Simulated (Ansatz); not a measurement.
InSb: the change of energy above given cell and pressure with volume ratio

Plane-wave density functional theory, PAW datasets, Gaussian smearing 0.05 eV: equation of state, the given cell scaled in volume with shape and atoms relaxed at each volume. The results are calculated, by Ansatz 0.2.0.

The cell before it is scaled or strained (space group F-43m, No. 216):
```
CELL_PARAMETERS angstrom
0.00000 3.25980 3.25980
3.25980 0.00000 3.25980
3.25980 3.25980 0.00000
ATOMIC_POSITIONS crystal
In 0.00000 0.00000 0.00000
Sb 0.75000 0.75000 0.75000
```

Settings of every row: paw set soft_2; functional PBEsol; spin treatment none; moment partition spheres; spin axis none; wave cutoff 420 eV; k mesh 8x8x8; symmetry use detected.

Atom hubbard u: 0 on all atoms.

```
row  volume ratio  V (Å³/atom)  energy above given cell (meV per atom)  pressure (GPa)
  1          0.96       33.253                                    8.04           1.932
  2          0.98       33.946                                       ?               ?
  3             1       34.639                                       0               0
  4          1.02       35.331                                    1.78          -0.808
  5          1.04       36.024                                    6.86          -1.528
```

Question: what energy above given cell and pressure should row 2 give?

Worked fit of energy above given cell. Take u = (V_r/V)^(2/3) − 1 with V_r = 34.985 Å³ an atom, which is twice the finite (Eulerian) strain; such expansions in the strain, on which the Birch-Murnaghan equation of state is built, carry the rest volume and the bulk modulus. The shown rows have u = 0.03443, 0.00665, -0.00654, -0.01932. Least squares give energy above given cell = 0.447 − 133.61 × u + 10283.7 × u² meV per atom; a straight line predicts inner rows, each left out in turn, worse (root mean square 4.5 against 0.038 meV per atom). The rows lie off it by 0.00, -0.01, 0.02, -0.01. Its lowest point lies at u = 0.0065, or V = 34.65 Å³ an atom, and the curvature there gives the bulk modulus with shape and atoms relaxed, B = (4/9)(1 + u)² E″(u)/V = 42.8 GPa. The withheld row has u = 0.0203, so the fit gives 0.447 − 133.61 × (0.0203) + 10283.7 × (0.0203)² = 1.97 meV per atom.

The calculation gave 1.94 meV per atom. The fit lies 0.03 meV per atom (1.5 % of the value, 0.37 % of the column's range) above it; its largest miss of a shown row is 0.02 meV per atom.

Worked fit of pressure. Take u = (V_r/V)^(2/3) − 1 with V_r = 34.985 Å³ an atom, which is twice the finite (Eulerian) strain; such expansions in the strain, on which the Birch-Murnaghan equation of state is built, carry the rest volume and the bulk modulus. The shown rows have u = 0.03443, 0.00665, -0.00654, -0.01932. Least squares give pressure = −0.4161 + 61.364 × u + 198.46 × u² GPa; a straight line predicts inner rows, each left out in turn, worse (root mean square 0.088 against 0.002 GPa). The rows lie off it by 0.000, -0.001, 0.001, 0.000. The pressure vanishes at u = 0.0066, or V = 34.64 Å³ an atom, and there the bulk modulus with shape and atoms relaxed is B = −V dP/dV = (2/3)(1 + u) dP/du = 42.9 GPa. The withheld row has u = 0.0203, so the fit gives −0.4161 + 61.364 × (0.0203) + 198.46 × (0.0203)² = 0.911 GPa.

The calculation gave 0.91 GPa. The fit lies 0.001 GPa (0.029 % of the column's range) above it, one unit of the last digit.
